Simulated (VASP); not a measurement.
# AlN (P6_3mc) in VASP: Born charges and dielectric tensor with LDA

Aim: the Born charges and dielectric tensor of AlN with LDA.

All numbers are computed with VASP 6.6.1; they aren't measurements. Logs are shortened: lines on timing, memory, paths and dates and some standing lists are left out, and cuts for length are marked.

## Step 1: The crystal as given

It takes space group P6_3mc (No. 186, hexagonal). The conventional cell has a = 3.091 Å, b = 3.091 Å, c = 4.948 Å, α = 90.00°, β = 90.00°, γ = 120.00°. Al (site symmetry 3m) has 4 N at 1.88 to 1.89 Å as nearest neighbours. N (site symmetry 3m) is surrounded by 4 Al at 1.88 to 1.89 Å.

The cell is a database's computed one.

## Step 2: Born charges and dielectric tensor, LDA

INCAR

```
SYSTEM = AlN
PREC     = Accurate       ! precision mode
ENCUT    = 600            ! plane-wave cutoff, eV
EDIFF    = 1E-8           ! SCF threshold, eV
ISMEAR   = 0              ! smearing method
SIGMA    = 0.02           ! smearing width, eV
LREAL    = .False.        ! projectors in reciprocal space
LASPH    = .True.         ! aspherical terms in the spheres
NELM     = 80             ! most SCF steps
ALGO     = Fast           ! electronic algorithm
ISIF     = 2              ! what is computed and relaxed
LWAVE    = .False.        ! write WAVECAR
LCHARG   = .False.        ! write CHGCAR
LEPSILON = .True.         ! dielectric tensor by DFPT
IBRION   = 8              ! ionic algorithm
NSW      = 1              ! ionic steps
```

KPOINTS

```
regular mesh
0
Gamma
  3 3 2
  0 0 0
```

POSCAR

```
AlN
1.0
    3.0911900000      0.0000000000      0.0000000000
   -1.5456000000      2.6770500000      0.0000000000
    0.0000000000      0.0000000000      4.9480200000
Al N
2 2
Direct
    0.6666700000      0.3333300000      0.4990400000
    0.3333300000      0.6666700000      0.9990400000
    0.6666700000      0.3333300000      0.8809600000
    0.3333300000      0.6666700000      0.3809600000
```

Potentials or basis: VASP PAW LDA potentials, release 64 (Al, N).

Command:

```sh
$ cat potpaw_LDA.64/Al/POTCAR potpaw_LDA.64/N/POTCAR > POTCAR
$ mpirun -np 1 vasp_std > vasp.out
```

OUTCAR:

```text
SYSTEM = AlN
   PREC = Accurate
   ENCUT = 600
   EDIFF = 1E-8
   ISMEAR = 0
   LREAL = .False.
   LASPH = .True.
   NELM = 80
   ISIF = 2
   LEPSILON = .True.
   IBRION = 8
   NSW = 1

 ion  position               nearest neighbor table
   1  0.667  0.333  0.499-   4 1.88   4 1.88   4 1.88   3 1.89   2 3.05   2 3.05   2 3.05   2 3.05
                             2 3.05   2 3.05
   2  0.333  0.667  0.999-   3 1.88   3 1.88   3 1.88   4 1.89   1 3.05   1 3.05   1 3.05   1 3.05
                             1 3.05   1 3.05
   3  0.667  0.333  0.881-   2 1.88   2 1.88   2 1.88   1 1.89
   4  0.333  0.667  0.381-   1 1.88   1 1.88   1 1.88   2 1.89

  LATTYP: Found a hexagonal cell.
 ALAT       =     3.0911900000
 C/A-ratio  =     1.6006845260

  Lattice vectors:

 A1 = (   3.0911900000,   0.0000000000,   0.0000000000)
 A2 = (  -1.5456000000,   2.6770500000,   0.0000000000)
 A3 = (   0.0000000000,   0.0000000000,   4.9480200000)

Analysis of symmetry for initial positions (statically):
=====================================================================
 Subroutine PRICEL returns:
 Original cell was already a primitive cell.

 Routine SETGRP: Setting up the symmetry group for a
 hexagonal supercell.

 Subroutine GETGRP returns: Found  4 space group operations
 (whereof  2 operations were pure point group operations)
 out of a pool of 24 trial point group operations.

The static configuration has the point symmetry C_1h.
 The point group associated with its full space group is C_2v.

Analysis of symmetry for dynamics (positions and initial velocities):
=====================================================================
 Subroutine PRICEL returns:
 Original cell was already a primitive cell.

 Routine SETGRP: Setting up the symmetry group for a
 hexagonal supercell.

 Subroutine GETGRP returns: Found  4 space group operations
 (whereof  2 operations were pure point group operations)
 out of a pool of 24 trial point group operations.

The dynamic configuration has the point symmetry C_1h.
 The point group associated with its full space group is C_2v.

 Subroutine INISYM returns: Found  4 space group operations
 (whereof  2 operations are pure point group operations),
 and found     1 'primitive' translations

----------------------------------------------------------------------------------------

                                     Primitive cell

  volume of cell :      40.9462

  direct lattice vectors                    reciprocal lattice vectors
     3.091190000  0.000000000  0.000000000     0.323500011  0.186773358  0.000000000
    -1.545600000  2.677050000  0.000000000     0.000000000  0.373545507  0.000000000
     0.000000000  0.000000000  4.948020000     0.000000000  0.000000000  0.202101042

  length of vectors
     3.091190000  3.091193307  4.948020000     0.373545907  0.373545507  0.202101042

  position of ions in fractional coordinates (direct lattice)
     0.666670000  0.333330000  0.499040000
     0.333330000  0.666670000  0.999040000
     0.666670000  0.333330000  0.880960000
     0.333330000  0.666670000  0.380960000

  ion indices of the primitive-cell ions
   primitive index   ion index
[... 299 lines left out ...]
[... ionic steps 4 to 9 ...]

--------------------------------------- Ionic step       10  -------------------------------------------

------------------------ aborting loop because EDIFF is reached ----------------------------------------

[... ionic steps 11 to 11 ...]

--------------------------------------- Ionic step       12  -------------------------------------------

 Free energy of the ion-electron system (eV)
  ---------------------------------------------------
  ---------------------------------------------------
  free energy    TOTEN  =        -0.25076375 eV

  energy without entropy =       -0.25076375

------------------------ aborting loop because EDIFF is reached ----------------------------------------

 INTERNAL STRAIN TENSOR  FOR ION    3  DIRECTION 3   (eV/Angst):
 -----------------------------------------------------------------------------
     5.59902  0.00098  0.01046
     0.00098  5.60016 -0.00604
     0.01046 -0.00604-12.88816

 MACROSCOPIC STATIC DIELECTRIC TENSOR (including local field effects in DFT)
 ------------------------------------------------------
           5.534131    -0.000057     0.000000
          -0.000057     5.534080     0.000000
           0.000000     0.000000     4.753827
 ------------------------------------------------------

 PIEZOELECTRIC TENSOR (including local field effects)  for field in x, y, z        (e  Angst)
          XX          YY          ZZ          XY          YZ          ZX
  --------------------------------------------------------------------------------
  x     0.00000     0.00000     0.00000     0.00000    -0.00004     0.84537
  y    -0.00000     0.00000     0.00000     0.00000     0.84533    -0.00004
  z     0.61483     0.61483    -0.85241    -0.00000     0.00000     0.00000

 PIEZOELECTRIC TENSOR (including local field effects)  for field in x, y, z        (C/m^2)
          XX          YY          ZZ          XY          YZ          ZX
  --------------------------------------------------------------------------------
  x     0.00000     0.00000     0.00000     0.00000    -0.00001     0.33078
  y    -0.00000     0.00000     0.00000     0.00000     0.33077    -0.00001
  z     0.24057     0.24057    -0.33354    -0.00000     0.00000     0.00000

 BORN EFFECTIVE CHARGES (including local field effects) (in |e|, cummulative output)
 ---------------------------------------------------------------------------------
 ion    1
    1     2.72879     0.00001    -0.00001
    2     0.00001     2.72881     0.00000
    3     0.00001    -0.00001     2.64579
 ion    2
    1     2.72879     0.00001     0.00001
    2     0.00001     2.72881    -0.00000
    3    -0.00001     0.00001     2.64579
 ion    3
    1    -2.72879    -0.00001     0.00005
    2    -0.00001    -2.72881    -0.00003
    3     0.00001    -0.00000    -2.64579
 ion    4
    1    -2.72879    -0.00001    -0.00005
    2    -0.00001    -2.72881     0.00003
    3    -0.00001     0.00000    -2.64579

 INTERNAL STRAIN TENSOR FOR ION    4 for displacements in x,y,z  (eV/Angst):
          X           Y           Z          XY          YZ          ZX
  --------------------------------------------------------------------------------
  x     0.02347    -0.02828    -0.00117   -10.54997    -0.00086     5.50050
  y   -10.57941    10.58221     0.00068     0.13090     5.55077    -0.00087
  z     5.59902     5.60016   -12.88816     0.00098     0.00604    -0.01046

 SECOND DERIVATIVES (NOT SYMMETRIZED)
 ------------------------------------
               1X          1Y          1Z          2X          2Y          2Z          3X          3Y          3Z          4X          4Y          4Z
  1X   -16.510154   -0.005078    0.001353    0.683698    0.001603   -0.000337    1.547936   -0.000443   -0.000963   14.278520    0.003917   -0.000053
  1Y    -0.005078  -16.516064   -0.000781    0.001603    0.685552    0.000194   -0.000443    1.547429    0.000556    0.003917   14.283084    0.000031
  1Z    -0.009993    0.005769  -21.968526   -0.011004    0.006353    8.731740    0.011013   -0.006359    6.646364    0.009983   -0.005764    6.590422
  2X     0.683698    0.001603    0.000337  -16.510154   -0.005078   -0.001353   14.278520    0.003917    0.000053    1.547936   -0.000443    0.000963
  2Y     0.001603    0.685552   -0.000194   -0.005078  -16.516064    0.000781    0.003917   14.283084   -0.000031   -0.000443    1.547429   -0.000556
  2Z     0.011004   -0.006353    8.731740    0.009993   -0.005769  -21.968526   -0.009983    0.005764    6.590422   -0.011013    0.006359    6.646364
  3X     1.547428   -0.003507   -0.000247   14.282343    0.004290    0.001275  -16.532310   -0.006232   -0.000084    0.702539    0.005449   -0.000945
  3Y    -0.003507    1.543383    0.000142    0.004290   14.287338   -0.000736   -0.006232  -16.539554    0.000048    0.005449    0.708832    0.000545
  3Z     0.002303   -0.001329    6.591155    0.003305   -0.001908    6.642604   -0.003320    0.001917  -20.286162   -0.002287    0.001320    7.052403
  4X    14.282343    0.004290   -0.001275    1.547428   -0.003507    0.000247    0.702539    0.005449    0.000945  -16.532310   -0.006232    0.000084
  4Y     0.004290   14.287338    0.000736   -0.003507    1.543383   -0.000142    0.005449    0.708832   -0.000545   -0.006232  -16.539554   -0.000048
  4Z    -0.003305    0.001908    6.642604   -0.002303    0.001329    6.591155    0.002287   -0.001320    7.052403    0.003320   -0.001917  -20.286162

 Eigenvectors and eigenvalues of the dynamical matrix
 ----------------------------------------------------

   1 f  =   21.845354 THz   137.258404 2PiTHz  728.682559 cm-1    90.345082 meV
             X         Y         Z           dx          dy          dz
      1.545609  0.892341  2.469260     0.000365   -0.000211    0.000101
     -0.000019  1.784709  4.943270     0.000365   -0.000211   -0.000101
      1.545609  0.892341  4.359008    -0.000508    0.000293   -0.707106
     -0.000019  1.784709  1.884998    -0.000508    0.000293    0.707106
[... 71 lines left out ...]
  12 f/i=    0.001495 THz     0.009396 2PiTHz    0.049880 cm-1     0.006184 meV
             X         Y         Z           dx          dy          dz
      1.545609  0.892341  2.469260     0.496902   -0.286887    0.000002
     -0.000019  1.784709  4.943270     0.496902   -0.286887   -0.000002
      1.545609  0.892341  4.359008     0.357894   -0.206630   -0.000000
     -0.000019  1.784709  1.884998     0.357894   -0.206630    0.000000

--------------------------------------------------------------------------------------------------------

 MACROSCOPIC STATIC DIELECTRIC TENSOR IONIC CONTRIBUTION
 ------------------------------------------------------
           4.158095    -0.000544     0.000000
          -0.000544     4.157479     0.000000
           0.000000     0.000000     4.674766
 ------------------------------------------------------

 ELASTIC MODULI CONTR FROM IONIC RELAXATION (kBar)
 Direction    XX          YY          ZZ          XY          YZ          ZX
 --------------------------------------------------------------------------------
 XX        -700.8965    329.4912    427.5416      9.9807      0.0000      0.0000
 YY         329.4912   -701.1966    427.5052    -10.2373      0.0000     -0.0000
 ZZ         427.5416    427.5052   -983.8442     -0.0326      0.0000      0.0000
 XY           9.9807    -10.2373     -0.0326   -511.3656      0.0000      0.0000
 YZ           0.0000      0.0000      0.0000      0.0000   -142.0102      0.0079
 ZX           0.0000     -0.0000      0.0000      0.0000      0.0079   -146.7567
 --------------------------------------------------------------------------------

 PIEZOELECTRIC TENSOR IONIC CONTR  for field in x, y, z        (C/m^2)
          XX          YY          ZZ          XY          YZ          ZX
  --------------------------------------------------------------------------------
  x     0.00000    -0.00000     0.00000    -0.00000     0.00006    -0.73505
  y    -0.00000    -0.00000     0.00000     0.00000    -0.72301     0.00007
  z    -0.87687    -0.87692     2.01797    -0.00004    -0.00000    -0.00000
```

Wall time 2.3 min (1 thread of AMD EPYC 7R43 (Zen 3), shared host); peak memory 0.15 GiB.

What came out:

```
Band gap on the k mesh                                  : 4.38 eV, direct
Electronic dielectric tensor (diagonal)                 : 5.53, 5.53, 4.75
Born charges (mean of the diagonal)                     : Al +2.70; N -2.70 e
Highest phonon frequency at Γ, LO-TO splitting left out : 729 cm⁻¹
```

Levels at points of the mesh, in eV from the valence-band top:
```csv
k point,band 5,band 6,band 7,band 8,band 9,band 10,band 11,band 12
"(0.00, 0.00, 0.00)",-0.88,-0.22,-0.22,0.00,4.38,6.67,10.62,11.03
"(0.00, 0.00, 0.50)",-0.56,-0.56,-0.56,-0.56,6.56,6.56,10.26,10.26
```

Phonon frequencies in cm⁻¹ (negative: imaginary):
```csv
q point,frequencies
"(0.000, 0.000, 0.000)",0 0 0 242 242 556 625 670 671 683 683 729
```

Electronic dielectric tensor:
```
5.53 0.00 0.00
0.00 5.53 0.00
0.00 0.00 4.75
```

Born effective charge tensors (e):
atom 1, Al
```
2.73 0.00 0.00
0.00 2.73 0.00
0.00 0.00 2.65
```
atom 2, Al
```
2.73 0.00 0.00
0.00 2.73 0.00
0.00 0.00 2.65
```
atom 3, N
```
-2.73  0.00  0.00
 0.00 -2.73  0.00
 0.00  0.00 -2.65
```
atom 4, N
```
-2.73  0.00  0.00
 0.00 -2.73  0.00
 0.00  0.00 -2.65
```

Caveat: the k mesh is coarse (spacing up to 0.78 Å⁻¹), so the values aren't converged; an odd mesh through Γ misses points on the zone boundary, where band edges often lie.
